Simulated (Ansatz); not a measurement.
Space group P-3m1 (No. 164). a = 3.635 Å, b = 3.635 Å, c = 5.720 Å, α = 90.00°, β = 90.00°, γ = 120.00°
| atom | site | symmetry | x | y | z |
| --- | --- | --- | --- | --- | --- |
| Zr | 1a | -3m. | 0.0000 | 0.0000 | 0.0000 |
| S | 2d | 3m. | 0.6667 | 0.3333 | 0.7447 |

Equation of state of this ZrS₂ structure (not necessarily the ground state), with shape and atoms relaxed at each volume where symmetry leaves them free. Theory: Ansatz 0.2.0, DFT PBE+D3(BJ), scalar-relativistic, plane waves, PAW.

Plane waves to 420 eV, a k mesh through Γ of 9×9×6 on the computed 3-atom cell and Gaussian smearing (0.02 eV); no spin polarisation.

```tsv
V (Å³/atom)	E − E(largest V) (meV/atom)	P (GPa)	gap on mesh (eV)
19.202	34.31	7.24	0.05
19.857	10.00	4.71	0.22
20.512	-5.10	2.78	0.39
21.166	-12.94	1.18	0.55
21.821	-15.19	0.00	0.70
22.475	-13.35	-0.84	0.85
23.130	-8.72	-1.38	0.96
24.003	0.00	-1.74	1.08
```

**Question.** Fit a third-order Birch–Murnaghan equation to E(V).

**Answer.** V0 = 21.83 Å³/atom, B0 = 32 GPa, B0' = 9.8. B0' is unusual or poorly fixed by this range.